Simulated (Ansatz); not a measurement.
**BN: a line through a two-coordinate scan**

How does the energy of BN (P-6m2, No. 187; 4 atoms in the cell) vary with shift of B1 along [1 2 0], at shift of B1 along [0 0 1] = −0.192 Å?

Program: Ansatz 0.2.0. Level of theory: DFT PBE+D3(BJ), scalar-relativistic, plane waves, PAW. These are calculated values, not measurements.

21 further runs of the same task are left out: 21 set aside as unsound or not needed.

## (1) The system as given

The structure is hexagonal, space group P-6m2 (No. 187). The conventional cell has a = 2.506 Å, b = 2.506 Å, c = 6.597 Å, α = 90.00°, β = 90.00°, γ = 120.00°. B (site symmetry -6m2) has 3 N at 1.45 Å as nearest neighbours. N (site symmetry -6m2) is surrounded by 3 B at 1.45 Å.

Coordinates:

```cif
data_structure
_symmetry_space_group_name_H-M 'P-6m2'
_symmetry_Int_Tables_number 187
_cell_length_a 2.5061
_cell_length_b 2.5061
_cell_length_c 6.5974
_cell_angle_alpha 90.000
_cell_angle_beta 90.000
_cell_angle_gamma 120.000
_cell_volume 35.88
loop_
_atom_site_label
_atom_site_type_symbol
_atom_site_symmetry_multiplicity
_atom_site_Wyckoff_symbol
_atom_site_fract_x
_atom_site_fract_y
_atom_site_fract_z
_atom_site_occupancy
B1 B 1 b 0.00000 0.00000 0.50000 1
B2 B 1 c 0.33333 0.66667 0.00000 1
N1 N 1 a 0.00000 0.00000 0.00000 1
N2 N 1 f 0.66667 0.33333 0.50000 1
```

It is the result of an earlier relaxation at this level (volume 8.97 Å³/atom; gap on the mesh: 4.36 eV).

## (2) What is varied

Atoms count from 1 in the order of the input.

One atom moved over a plane, all else fixed.

- shift of B1 along [1 2 0]: 11 values from −0.480 to 0.480 Å
- shift of B1 along [0 0 1]: 11 values from −0.480 to 0.480 Å

Nothing else is relaxed (all other atoms fixed). Energies count from the relaxed crystal. Points are written as (first, second).

## (3) Point (−0.480 Å, −0.192 Å)

input.yaml

```yaml
crystal:
  lattice:
    - [2.5061233057, 0.0, 0.0]
    - [-1.2530616528, 2.1703664477, 0.0]
    - [0.0, 0.0, 6.597357142]
  atoms:
    - { symbol: B, position: [-0.1105804046, -0.2211608093, 0.4708974373] }
    - { symbol: B, position: [0.3333333333, 0.6666666667, 0.0] }
    - { symbol: "N", position: [0.0, 0.0, 0.0] }
    - { symbol: "N", position: [0.6666666667, 0.3333333333, 0.5] }
basis:
  ecutwfc: 420
kpoints:
  mp_grid: { grid: [12, 12, 4] }
hamiltonian:
  xc: pbe
  dispersion: d3bj
scf:
  occupations: { method: gaussian, width: 0.05 }
output:
  forces: true
  stress: true
  eigenvalues: true
```

Run with:

```bash
$ ansatz run input.yaml --threads 2 --pin off --max-ram 4096MiB --backend cpu --events-out ev --progress --plain --runs-dir out
```

The session goes on with these runs: the other points of the line.

Q: Predict the outcome of this session. Wanted: for each run, shift of B1 along [1 2 0]; energy; slope; pressure; largest force on an atom.

**Answer**, as computed:

| shift of B1 along [1 2 0] (Å) | step | energy (eV) | slope (eV per Å) | pressure (GPa) | band gap on the k-mesh (eV) | largest force on an atom (eV/Å) |
| --- | --- | --- | --- | --- | --- | --- |
| −0.480 | 3 | 8.81 | −53.7 | 69 | 2.82 | 54.1 |
| −0.384 | 4 | 4.80 | −31.7 | 39 | 2.05 | 31.8 |
| −0.288 | 5 | 2.44 | −18.4 | 19 | 1.91 | 18.4 |
| −0.192 | 6 | 1.11 | −10.0 | 7 | 2.56 | 10.2 |
| −0.096 | – | 0.44 | −4.2 | 1 | 3.83 | 4.9 |
| 0.000 | 7 | 0.25 | 0.0 | −1 | 4.19 | 2.6 |
| 0.096 | 8 | 0.40 | 3.1 | 0 | 3.98 | 4.0 |
| 0.192 | 9 | 0.81 | 5.1 | 4 | 2.79 | 5.5 |
| 0.288 | 10 | 1.35 | 5.9 | 9 | 1.86 | 6.1 |
| 0.384 | 11 | 1.90 | 5.5 | 15 | 1.38 | 5.6 |
| 0.480 | 12 | 2.38 | 4.3 | 20 | 1.32 | 4.4 |

Energies count from the relaxed crystal. Rows without a step come from runs not printed here or follow by symmetry. Slopes come from the forces (and the stress, where the cell changes), not from differences of energies.

The lowest point of the line is at 0.000 Å, 0.25 eV from the zero. Energies and slopes round the minimum, fitted together, put the minimum at 0.0000 Å, with a curvature of about 38 eV per Å². The well is lopsided: two grid steps out, the energy rises by 0.86 eV towards smaller values and 0.56 eV towards larger ones. The highest point computed, at −0.480 Å, lies 8.56 eV above the lowest. This is one cut through a surface in two coordinates; the map's lowest point lies off it. A rigid map gives upper bounds: relaxing the other coordinates can only lower a point. The host is rigid and the atom is kept to this plane, so wells and barriers of the map are not those of diffusion. The gap on the mesh closes on part of the grid. Where forces pass 15 eV/Å atoms stand far too close, the PAW spheres overlap strongly and those numbers are rough.

The gaps are Kohn-Sham values of a semilocal functional, not quasiparticle or optical gaps. Such gaps usually fall short of the measured ones.
